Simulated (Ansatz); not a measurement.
# WS2: the cost of one run

Program: Ansatz 0.2.0. Level of theory: DFT LDA, scalar-relativistic. These are calculated values, not measurements.

### Step 1. The starting structure

Symmetry: R3m, No. 160, trigonal system. The conventional cell has a = 3.158 Å, b = 3.158 Å, c = 18.490 Å, α = 90.00°, β = 90.00°, γ = 120.00°. Around W (site symmetry 3m) lie 6 S at 2.39 to 2.42 Å. S (site symmetry 3m) is surrounded by 3 W at 2.39 Å. S (site symmetry 3m) is surrounded by 3 W at 2.42 Å.

As a file:

```xyz
3
Lattice="1.5790 0.9116 6.1633 -1.5790 0.9116 6.1633 0.0000 -1.8233 6.1633" Properties=species:S:1:pos:R:3 pbc="T T T"
W     0.0000    0.0000    0.0000
S     0.0000    0.0000   13.8730
S     0.0000    0.0000   10.7427
```

Atoms are numbered in the order of the input: W1, S2, S3.

### Step 2. The deformed structure

Space group R3m before, R3m after.

### Step 3. LAPW, all electrons

input.yaml

```yaml
crystal:
  lattice:
    - [1.5790003843, 0.9116362969, 5.9784301]
    - [-1.5790003843, 0.9116362969, 5.9784301]
    - [0.0, -1.8232725938, 5.9784301]
  atoms:
    - { symbol: W, position: [0.0, 0.0, 0.0] }
    - { symbol: S, position: [0.7503, 0.7503, 0.7503] }
    - { symbol: S, position: [0.581, 0.581, 0.581] }
kpoints:
  mp_grid: { grid: [13, 13, 13] }
  band_path:
    path:
      - [0.0, 0.0, 0.0]
      - [0.5, 0.5, 0.5]
      - [0.8178316934, 0.1821683066, 0.5]
      - [0.5, -0.1821683066, 0.1821683066]
      - [0.5, 0.0, 0.0]
      - [0.0, 0.0, 0.0]
      - [0.3410841533, -0.3410841533, 0.0]
      - [0.6589158467, 0.0, 0.3410841533]
      - [0.5, 0.0, 0.5]
    npoints: 5
scf:
  occupations: { method: fermi_dirac, width: 0.08 }
hamiltonian:
  xc: lda
  pseudopotentials: { kind: all_electron, lapw: { basis_error: 0.0005 } }
output:
  forces: true
  stress: true
  eigenvalues: true
```

Started as:

```
$ ansatz run input.yaml --threads 1 --pin off --max-ram 6144MiB --backend cpu --events-out ev --progress --plain --runs-dir out
```

What time and memory should one allow on 1 thread of Arm Neoverse V2, shared host?

About 4.6 min, with a peak of 1.2 GiB.
